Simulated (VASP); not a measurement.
**CuO (Tenorite): single point with PBE**

Crystal: CuO (Tenorite).

```
Cu O
1.0
     2.34185   -1.71130    0.00000
     2.34185    1.71130    0.00000
    -0.85003    0.00000    5.05787
Cu O
2 2
Direct
  0.50000 0.00000 0.50000
  0.00000 0.50000 0.00000
  0.41840 0.58160 0.75000
  0.58160 0.41840 0.25000
```

| Quantity | Value |
| --- | --- |
| Program | VASP 6.6.1 |
| Task | single point |
| Functional | PBE |
| Potentials or basis | VASP PAW PBE potentials, release 64 (Cu, O) |
| Cutoff | 520 eV |
| k mesh | 10 × 10 × 5 |
| Occupations | fermi-dirac, width 0.05 eV |
| Spin | no spin polarisation |
| Further INCAR settings | ALGO = Normal; EDIFF = 1e-07; NBANDS = 25 |

```
Pressure               : 6.4 GPa
Largest force          : 0.219 eV/Å
Band gap on the k mesh : none (metal or under the smearing width)
```

Forces in eV/Å, atoms in the order of the input:
```
Cu   0.000  0.000  0.000
Cu   0.000  0.000  0.000
O    0.000 -0.219  0.000
O    0.000  0.219  0.000
```

Stress tensor (GPa, compression positive):
```
 6.27  0.00 -1.22
 0.00  7.23  0.00
-1.22  0.00  5.66
```

Levels at points of the mesh, in eV from the Fermi level:
| k point | band 13 | band 14 | band 15 | band 16 | band 17 | band 18 | band 19 | band 20 | band 21 | band 22 |
| --- | --- | --- | --- | --- | --- | --- | --- | --- | --- | --- |
| (0.00, 0.00, 0.00) | -2.40 | -2.23 | -2.17 | -1.67 | 0.21 | 0.94 | 1.73 | 6.05 | 8.17 | 13.39 |
| (0.50, 0.00, 0.00) | -2.06 | -1.61 | -1.51 | -1.42 | 0.01 | 0.26 | 4.88 | 6.33 | 6.97 | 11.13 |
| (0.50, 0.50, 0.00) | -2.15 | -2.13 | -1.67 | -1.23 | -0.66 | 1.07 | 3.36 | 7.12 | 8.53 | 10.05 |

It took 54 s on 1 thread of Intel(R) Xeon(R) 6975P-C (Granite Rapids), on a shared host, peak memory 0.24 GiB.

Caveat: the run has no spin polarisation, though such a crystal can be magnetic; semilocal functionals often make such compounds metallic where correlation or magnetic order opens a gap, which also shifts bond lengths. With open d or f shells a metallic result of PBE can be an artefact of self-interaction; +U or a hybrid may open a gap.
